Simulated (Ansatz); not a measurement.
Band table of Ag

```
CELL_PARAMETERS angstrom
2.93000 0.00000 0.00000
-1.46500 2.53745 0.00000
0.00000 0.00000 4.79000
ATOMIC_POSITIONS crystal
Ag 0.33333 0.66667 0.25000
Ag 0.66667 0.33333 0.75000
```

Atoms are numbered in the order listed.

The cell is COD entry 1509145, as deposited and not checked against the literature; nothing was relaxed.

Computed with DFT, PBE, all-electron LAPW, scalar-relativistic (Ansatz 0.2.0).

Numerical set-up: a Γ-centred 14×14×8 k mesh, Fermi–Dirac smearing of 0.05 eV, basis error target 0.25 meV/atom, no spin polarisation.

Path points, in fractions of the reciprocal vectors: Γ (0.000, 0.000, 0.000), M (0.500, 0.000, 0.000), K (0.333, 0.333, 0.000), A (0.000, 0.000, 0.500), L (0.500, 0.000, 0.500), H (0.333, 0.333, 0.500). Levels in eV from the Fermi level; bands 9 to 21, counted from the lowest band of the run. The gap is zero.

```
# k(1/Å) point b9 b10 b11 b12 b13 b14 b15 b16 b17 b18 b19 b20 b21
0.000 Γ -7.45 -6.10 -4.62 -4.52 -4.52 -4.30 -4.30 -3.98 -3.98 -3.03 -3.03 -0.28 3.38
0.088 - -7.41 -6.08 -4.65 -4.51 -4.50 -4.31 -4.29 -3.99 -3.99 -3.10 -3.03 -0.17 3.38
0.177 - -7.31 -6.03 -4.70 -4.45 -4.45 -4.33 -4.24 -4.04 -4.02 -3.26 -3.02 0.12 3.41
0.265 - -7.14 -5.94 -4.77 -4.41 -4.37 -4.33 -4.16 -4.13 -4.06 -3.47 -3.00 0.53 3.45
0.354 - -6.92 -5.83 -4.83 -4.43 -4.28 -4.25 -4.25 -4.12 -4.06 -3.65 -2.98 1.04 3.51
0.442 - -6.65 -5.73 -4.87 -4.47 -4.46 -4.19 -4.12 -4.11 -3.93 -3.79 -2.95 1.61 3.61
0.531 - -6.37 -5.66 -4.86 -4.69 -4.48 -4.26 -3.95 -3.94 -3.90 -3.78 -2.93 2.22 3.74
0.619 - -6.10 -5.66 -4.90 -4.77 -4.47 -4.33 -4.00 -3.77 -3.72 -3.62 -2.92 2.87 3.91
0.707 - -5.91 -5.69 -5.10 -4.60 -4.42 -4.40 -4.07 -3.58 -3.45 -3.41 -2.90 3.55 4.13
0.796 - -5.85 -5.71 -5.28 -4.46 -4.40 -4.34 -4.14 -3.40 -3.28 -2.99 -2.89 4.24 4.39
0.884 - -5.89 -5.69 -5.43 -4.51 -4.29 -4.20 -4.14 -3.24 -3.12 -2.88 -2.46 4.52 4.94
0.973 - -5.95 -5.69 -5.55 -4.55 -4.24 -4.22 -3.94 -3.10 -2.98 -2.87 -1.82 3.93 5.59
1.061 - -5.99 -5.70 -5.63 -4.59 -4.28 -4.17 -3.79 -3.00 -2.87 -2.87 -1.08 2.95 6.00
1.150 - -6.03 -5.71 -5.69 -4.61 -4.30 -4.13 -3.70 -2.93 -2.86 -2.80 -0.33 2.01 6.47
1.238 M -6.04 -5.72 -5.70 -4.61 -4.30 -4.12 -3.67 -2.91 -2.86 -2.78 0.14 1.48 6.71
1.289 - -6.03 -5.71 -5.70 -4.61 -4.31 -4.12 -3.69 -2.91 -2.86 -2.79 0.17 1.49 6.72
1.340 - -6.01 -5.70 -5.69 -4.62 -4.31 -4.11 -3.73 -2.91 -2.87 -2.81 0.23 1.52 6.77
1.391 - -5.97 -5.70 -5.65 -4.63 -4.32 -4.11 -3.80 -2.90 -2.89 -2.84 0.33 1.56 6.84
1.442 - -5.92 -5.69 -5.60 -4.64 -4.33 -4.10 -3.89 -2.91 -2.91 -2.89 0.46 1.63 6.94
1.493 - -5.85 -5.68 -5.55 -4.65 -4.34 -4.09 -3.99 -2.94 -2.93 -2.91 0.63 1.70 7.07
1.544 - -5.78 -5.68 -5.48 -4.66 -4.36 -4.10 -4.08 -2.99 -2.95 -2.92 0.83 1.80 7.22
1.595 - -5.69 -5.67 -5.41 -4.66 -4.38 -4.21 -4.06 -3.05 -2.97 -2.93 1.04 1.90 7.31
1.647 - -5.66 -5.60 -5.34 -4.67 -4.40 -4.32 -4.04 -3.10 -3.00 -2.95 1.28 2.02 6.70
1.698 - -5.66 -5.50 -5.28 -4.67 -4.43 -4.43 -4.01 -3.15 -3.02 -2.98 1.54 2.15 6.08
1.749 - -5.66 -5.41 -5.23 -4.66 -4.54 -4.46 -3.98 -3.19 -3.03 -3.01 1.82 2.29 5.46
1.800 - -5.66 -5.31 -5.19 -4.65 -4.63 -4.49 -3.94 -3.21 -3.05 -3.04 2.11 2.45 4.85
1.851 - -5.66 -5.23 -5.16 -4.72 -4.64 -4.52 -3.91 -3.21 -3.08 -3.05 2.42 2.62 4.24
1.902 - -5.66 -5.17 -5.15 -4.77 -4.62 -4.55 -3.89 -3.20 -3.12 -3.06 2.74 2.82 3.65
1.953 K -5.66 -5.15 -5.15 -4.79 -4.59 -4.59 -3.88 -3.16 -3.16 -3.06 3.04 3.04 3.11
2.055 - -5.66 -5.20 -5.17 -4.74 -4.64 -4.52 -3.91 -3.26 -3.06 -3.05 1.94 3.55 3.81
2.157 - -5.63 -5.28 -5.20 -4.69 -4.69 -4.43 -3.97 -3.36 -3.04 -2.95 0.88 4.18 4.60
2.259 - -5.59 -5.35 -5.24 -4.71 -4.69 -4.34 -4.06 -3.48 -3.02 -2.89 -0.10 4.92 5.46
2.361 - -5.51 -5.39 -5.27 -4.76 -4.70 -4.24 -4.16 -3.60 -3.00 -2.92 -0.99 5.57 6.10
2.463 - -5.41 -5.40 -5.30 -4.91 -4.68 -4.26 -4.15 -3.72 -3.03 -2.98 -1.76 5.11 5.34
2.566 - -5.48 -5.34 -5.24 -5.07 -4.62 -4.35 -4.06 -3.84 -3.21 -2.96 -2.42 4.47 4.60
2.668 - -5.70 -5.40 -5.12 -5.05 -4.55 -4.42 -3.98 -3.96 -3.44 -2.96 -2.95 3.64 4.21
2.770 - -6.04 -5.49 -5.07 -4.83 -4.45 -4.45 -4.07 -3.90 -3.69 -3.36 -2.95 2.84 3.92
2.872 - -6.41 -5.61 -4.99 -4.58 -4.45 -4.35 -4.18 -3.93 -3.82 -3.68 -2.96 2.09 3.71
2.974 - -6.75 -5.75 -4.90 -4.42 -4.34 -4.27 -4.24 -4.14 -3.92 -3.71 -2.97 1.39 3.57
3.076 - -7.05 -5.88 -4.80 -4.38 -4.35 -4.31 -4.15 -4.14 -4.10 -3.54 -2.99 0.76 3.48
3.178 - -7.27 -6.00 -4.72 -4.43 -4.43 -4.34 -4.22 -4.05 -4.04 -3.32 -3.01 0.23 3.42
3.280 - -7.40 -6.08 -4.65 -4.50 -4.49 -4.31 -4.28 -4.00 -3.99 -3.12 -3.03 -0.14 3.39
3.383 Γ -7.45 -6.10 -4.62 -4.52 -4.52 -4.30 -4.30 -3.98 -3.98 -3.03 -3.03 -0.28 3.38
3.429 - -7.44 -6.10 -4.62 -4.53 -4.53 -4.31 -4.31 -3.97 -3.97 -3.04 -3.04 -0.36 3.47
3.476 - -7.41 -6.10 -4.63 -4.54 -4.54 -4.31 -4.31 -3.95 -3.95 -3.04 -3.04 -0.56 3.72
3.523 - -7.36 -6.09 -4.64 -4.55 -4.55 -4.33 -4.33 -3.92 -3.92 -3.04 -3.04 -0.86 4.10
3.570 - -7.29 -6.07 -4.65 -4.56 -4.56 -4.34 -4.34 -3.88 -3.88 -3.05 -3.05 -1.21 4.56
3.617 - -7.21 -6.06 -4.66 -4.58 -4.58 -4.36 -4.36 -3.83 -3.83 -3.06 -3.06 -1.58 5.08
3.664 - -7.11 -6.04 -4.68 -4.59 -4.59 -4.39 -4.39 -3.78 -3.78 -3.07 -3.07 -1.96 5.64
3.710 - -6.99 -6.02 -4.69 -4.60 -4.60 -4.41 -4.41 -3.72 -3.72 -3.09 -3.09 -2.33 6.23
3.757 - -6.86 -6.01 -4.70 -4.61 -4.61 -4.44 -4.44 -3.66 -3.66 -3.11 -3.11 -2.70 6.85
3.804 - -6.72 -5.99 -4.70 -4.61 -4.61 -4.46 -4.46 -3.61 -3.61 -3.14 -3.14 -3.05 7.48
3.851 - -6.58 -5.99 -4.69 -4.61 -4.61 -4.49 -4.49 -3.55 -3.55 -3.38 -3.16 -3.16 8.13
3.898 - -6.44 -5.99 -4.65 -4.61 -4.61 -4.52 -4.52 -3.68 -3.49 -3.49 -3.20 -3.20 8.79
3.945 - -6.31 -6.01 -4.60 -4.60 -4.59 -4.54 -4.54 -3.94 -3.43 -3.43 -3.24 -3.24 9.46
3.992 - -6.20 -6.04 -4.59 -4.59 -4.56 -4.56 -4.50 -4.17 -3.38 -3.38 -3.28 -3.28 10.13
4.038 A -6.11 -6.11 -4.58 -4.58 -4.58 -4.58 -4.36 -4.36 -3.33 -3.33 -3.33 -3.33 10.81
4.127 - -6.08 -6.08 -4.61 -4.61 -4.56 -4.56 -4.36 -4.36 -3.33 -3.33 -3.29 -3.29 10.84
4.215 - -5.99 -5.99 -4.70 -4.70 -4.52 -4.52 -4.38 -4.38 -3.34 -3.34 -3.20 -3.20 10.91
4.304 - -5.85 -5.85 -4.81 -4.81 -4.45 -4.45 -4.41 -4.41 -3.34 -3.34 -3.07 -3.07 11.04
4.392 - -5.69 -5.69 -4.92 -4.92 -4.44 -4.44 -4.36 -4.36 -3.35 -3.35 -2.90 -2.90 11.20
4.481 - -5.54 -5.54 -5.01 -5.01 -4.45 -4.45 -4.25 -4.25 -3.35 -3.35 -2.71 -2.71 11.40
4.569 - -5.49 -5.49 -5.05 -5.05 -4.37 -4.37 -4.13 -4.13 -3.34 -3.34 -2.48 -2.48 11.51
4.657 - -5.55 -5.55 -5.07 -5.07 -4.18 -4.18 -4.03 -4.03 -3.32 -3.32 -2.22 -2.22 10.70
4.746 - -5.64 -5.64 -5.12 -5.12 -3.94 -3.94 -3.93 -3.93 -3.26 -3.26 -1.90 -1.90 9.55
4.834 - -5.73 -5.73 -5.18 -5.18 -3.89 -3.89 -3.67 -3.67 -3.18 -3.18 -1.50 -1.50 8.40
4.923 - -5.82 -5.82 -5.24 -5.24 -3.86 -3.86 -3.44 -3.44 -3.08 -3.08 -1.01 -1.01 7.29
5.011 - -5.89 -5.89 -5.30 -5.30 -3.84 -3.84 -3.28 -3.28 -2.98 -2.98 -0.45 -0.45 6.26
5.100 - -5.94 -5.94 -5.34 -5.34 -3.84 -3.84 -3.16 -3.16 -2.90 -2.90 0.12 0.12 5.34
5.188 - -5.97 -5.97 -5.37 -5.37 -3.84 -3.84 -3.10 -3.10 -2.85 -2.85 0.62 0.62 4.65
5.276 L -5.98 -5.98 -5.38 -5.38 -3.84 -3.84 -3.07 -3.07 -2.83 -2.83 0.83 0.83 4.37
5.328 - -5.98 -5.98 -5.37 -5.37 -3.85 -3.85 -3.08 -3.08 -2.84 -2.84 0.86 0.86 4.38
5.379 - -5.96 -5.96 -5.36 -5.36 -3.87 -3.87 -3.09 -3.09 -2.87 -2.87 0.94 0.94 4.39
5.430 - -5.92 -5.92 -5.34 -5.34 -3.91 -3.91 -3.13 -3.13 -2.90 -2.90 1.08 1.08 4.42
5.481 - -5.88 -5.88 -5.30 -5.30 -3.97 -3.97 -3.19 -3.19 -2.92 -2.92 1.26 1.26 4.45
5.532 - -5.83 -5.83 -5.27 -5.27 -4.04 -4.04 -3.28 -3.28 -2.93 -2.93 1.48 1.48 4.50
5.583 - -5.76 -5.76 -5.22 -5.22 -4.11 -4.11 -3.38 -3.38 -2.94 -2.94 1.74 1.74 4.55
5.634 - -5.70 -5.70 -5.16 -5.16 -4.19 -4.19 -3.48 -3.48 -2.94 -2.94 2.01 2.01 4.62
5.685 - -5.63 -5.63 -5.10 -5.10 -4.27 -4.27 -3.58 -3.58 -2.95 -2.95 2.31 2.31 4.70
5.736 - -5.57 -5.57 -5.05 -5.05 -4.34 -4.34 -3.68 -3.68 -2.96 -2.96 2.63 2.63 4.79
5.787 - -5.50 -5.50 -5.00 -5.00 -4.39 -4.39 -3.77 -3.77 -2.97 -2.97 2.96 2.96 4.90
5.838 - -5.45 -5.45 -4.97 -4.97 -4.43 -4.43 -3.84 -3.84 -2.98 -2.98 3.29 3.29 5.03
5.889 - -5.40 -5.40 -4.96 -4.96 -4.45 -4.45 -3.89 -3.89 -2.99 -2.99 3.61 3.61 5.17
5.940 - -5.37 -5.37 -4.96 -4.96 -4.45 -4.45 -3.92 -3.92 -2.99 -2.99 3.88 3.88 5.34
5.991 H -5.36 -5.36 -4.96 -4.96 -4.44 -4.44 -3.93 -3.93 -3.00 -3.00 4.01 4.01 5.46
6.093 - -5.39 -5.39 -4.95 -4.95 -4.45 -4.45 -3.91 -3.91 -2.98 -2.98 3.45 3.45 5.70
6.196 - -5.46 -5.46 -4.92 -4.92 -4.44 -4.44 -3.91 -3.91 -2.94 -2.94 2.45 2.45 6.36
6.298 - -5.52 -5.52 -4.90 -4.90 -4.41 -4.41 -3.95 -3.95 -2.89 -2.89 1.44 1.44 7.11
6.400 - -5.55 -5.55 -4.89 -4.89 -4.39 -4.39 -3.99 -3.99 -2.86 -2.86 0.49 0.49 7.94
6.502 - -5.55 -5.55 -4.86 -4.86 -4.45 -4.45 -3.99 -3.99 -2.88 -2.88 -0.38 -0.38 8.88
6.604 - -5.52 -5.52 -4.83 -4.83 -4.57 -4.57 -3.97 -3.97 -2.96 -2.96 -1.12 -1.12 9.91
6.706 - -5.46 -5.46 -4.80 -4.80 -4.72 -4.72 -3.95 -3.95 -3.08 -3.08 -1.73 -1.73 11.03
6.808 - -5.38 -5.38 -4.95 -4.95 -4.68 -4.68 -3.98 -3.98 -3.22 -3.22 -2.18 -2.18 11.82
6.910 - -5.39 -5.39 -5.06 -5.06 -4.60 -4.60 -4.09 -4.09 -3.31 -3.31 -2.52 -2.52 11.60
7.012 - -5.56 -5.56 -5.00 -5.00 -4.53 -4.53 -4.24 -4.24 -3.34 -3.34 -2.78 -2.78 11.33
7.115 - -5.77 -5.77 -4.87 -4.87 -4.47 -4.47 -4.37 -4.37 -3.34 -3.34 -2.99 -2.99 11.11
7.217 - -5.95 -5.95 -4.73 -4.73 -4.50 -4.50 -4.39 -4.39 -3.34 -3.34 -3.16 -3.16 10.94
7.319 - -6.07 -6.07 -4.62 -4.62 -4.56 -4.56 -4.36 -4.36 -3.33 -3.33 -3.28 -3.28 10.84
7.421 A -6.11 -6.11 -4.58 -4.58 -4.58 -4.58 -4.36 -4.36 -3.33 -3.33 -3.33 -3.33 10.81
```
